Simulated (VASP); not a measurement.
Crystal: PbSe (Clausthalite).

```
CELL_PARAMETERS angstrom
0.00000 3.06065 3.06065
3.06065 0.00000 3.06065
3.06065 3.06065 0.00000
ATOMIC_POSITIONS crystal
Pb 0.00000 0.00000 0.00000
Se 0.50000 0.50000 0.50000
```

```yaml
Program: VASP 6.6.1
Task: relaxation of cell and atoms
Functional: RPBE
Potentials_or_basis: VASP PAW PBE potentials, release 64 (Pb_d, Se)
Cutoff: 600 eV
k_mesh: 8 × 8 × 8
Occupations: fermi-dirac, width 0.05 eV
Spin: no spin polarisation
```

At the start: pressure 4.2 GPa; volume 28.67 Å³/atom.

Question: Where does the relaxation end?

Answer: Over 3 steps the energy falls by 30.9 meV/atom and the volume is 31.18 Å³/atom (+8.8 %); space group Fm-3m (No. 225, to 0.05 Å).

The path:
```
step  energy change (eV)  largest force (eV/Å)  pressure (GPa)  volume (Å³)
   1              0.0000                0.0000            4.23        57.34
   2             -0.0574                0.0000           -0.91        63.85
   3             -0.0617                0.0000            0.01        62.37
```

Final structure:
```
CELL_PARAMETERS angstrom
0.00000 3.14761 3.14761
3.14761 0.00000 3.14761
3.14761 3.14761 0.00000
ATOMIC_POSITIONS crystal
Pb 0.00000 0.00000 0.00000
Se 0.50000 0.50000 0.50000
```

The cell as given is a measured one (28.67 Å³/atom); RPBE puts the equilibrium volume +8.8 % from it, thermal expansion not counted.

Caveat: the PAW data sets were made with another functional, which shifts forces and pressure a little.
